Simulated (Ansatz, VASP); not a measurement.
# Na in VASP and in Ansatz

INCAR

```
SYSTEM = Na
ALGO = Normal
EDIFF = 1E-8
ENCUT = 520
GGA = PE
ISIF = 2
ISMEAR = -1
LASPH = .TRUE.
LCHARG = .FALSE.
LEFG = .TRUE.
LREAL = .FALSE.
LWAVE = .FALSE.
NBANDS = 10
NELM = 60
PREC = Accurate
SIGMA = 0.03
```

KPOINTS

```
k-points
0
G
  11 11 11
  0 0 0
```

Contents of POSCAR:

```
Na
1.0
   -2.1590301515      2.1590301515      2.1590301515
    2.1590301515     -2.1590301515      2.1590301515
    2.1590301515      2.1590301515     -2.1590301515
Na
1
Direct
    0.0000000000      0.0000000000      0.0000000000
```

Input for Ansatz:

```yaml
crystal:
  lattice:
    - [-2.1590301515, 2.1590301515, 2.1590301515]
    - [2.1590301515, -2.1590301515, 2.1590301515]
    - [2.1590301515, 2.1590301515, -2.1590301515]
  atoms:
    - { symbol: Na, position: [0.0, 0.0, 0.0] }
kpoints:
  mp_grid: { grid: [11, 11, 11] }
scf:
  occupations: { method: fermi_dirac, width: 0.03 }
hamiltonian:
  xc: pbe
  pseudopotentials: { kind: all_electron, datasets: crystal }
output:
  forces: true
  stress: true
  eigenvalues: true
  efg: { contact_densities: true }
```

Change from the starting cell: volume scaled by 1.06, crystal datasets.

Alike in both runs: task electric field gradients; functional PBE; k mesh 11 × 11 × 11; occupations fermi-dirac, width 0.03 eV; no spin polarisation.

```csv
,VASP,Ansatz
version,VASP 6.6.1,Ansatz 0.2.0
potentials or method,"VASP PAW PBE potentials, release 64 (Na_pv)","all-electron PAW with datasets made for the crystal, scalar-relativistic"
plane-wave cutoff (eV),520,see its input
```

|  | VASP | Ansatz | Ansatz less VASP |
| --- | --- | --- | --- |
| pressure (GPa) | -0.6 | -0.6 | +0.02 |
| Vzz of the field gradient on the site that differs most (V/Å²) | 0.0 | 0.0 | 0.00 |

Ansatz ran all-electron here, so the differences hold the error of VASP's frozen core and of both bases.
